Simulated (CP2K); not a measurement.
Runs of CP2K 2026.2 on InAs. It takes space group F-43m (No. 216, cubic). Conventional cell: a = 6.036 Å, b = 6.036 Å, c = 6.036 Å, α = 90.00°, β = 90.00°, γ = 90.00°. In (site symmetry -43m) has 4 As at 2.61 Å as nearest neighbours. As (site symmetry -43m) has 4 In at 2.61 Å as nearest neighbours. 

| level | cutoff of the non-local correlation (Ry) | gap on the mesh (eV) | pressure (GPa) |
| --- | --- | --- | --- |
| vdW-DF-cx | 300 | none | (a) |
| PBEsol | - | none | 2.8 |
| LDA | - | none | 2.0 |
| r2SCAN | - | none | 2.3 |
| vdW-DF2 | 300 | none | 9.0 |
| revPBE | - | none | 5.7 |
| PBE | - | none | (b) |

Alike in all rows: task single point; potentials or basis POTENTIAL_UZH In GTH-PBE-q13, As GTH-PBE-q5; TZVP-MOLOPT-PBE-GTH basis; no spin polarisation; cell as given; k mesh 8 × 8 × 8; smearing fermi-dirac 0.05 eV.

Q: Fill in the values left out.

A: (a) 3.4; (b) 4.8.

Caveats: the basis of atomic orbitals isn't converged, which shifts pressures, moduli and gaps; the potentials were made for another functional, which shifts forces and pressure (some runs).

A k mesh can miss the band edges, and the runs leave out spin-orbit coupling on As, In.

A gap of «none» marks a metal or a gap under the smearing width.
